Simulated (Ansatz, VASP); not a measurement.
**One calculation of BiTe, two programs**

```
Bi Te
1.0
     0.00000    3.12336    3.12336
     3.12336    0.00000    3.12336
     3.12336    3.12336    0.00000
Bi Te
1 1
Cartesian
  0.0000 0.0000 0.0000
  3.1234 3.1234 3.1234
```

Alike in both runs: task single point; functional PBE; k mesh 6 × 6 × 6; no spin polarisation.

|  | VASP | Ansatz |
| --- | --- | --- |
| version | VASP 6.6.1 | Ansatz 0.2.0 |
| potentials or method | VASP PAW PBE potentials, release 64 (Bi_d, Te) | plane waves, PAW |
| plane-wave cutoff (eV) | 520 | 463 |
| occupations | fermi-dirac, width 0.1 eV | fermi-dirac |
| valence electrons in the cell | 21 | 31 |

```tsv
	VASP	Ansatz	Ansatz less VASP
pressure (GPa)	7.5	7.5	+0.05
```

The two sets of potentials don't hold the same shells in valence.
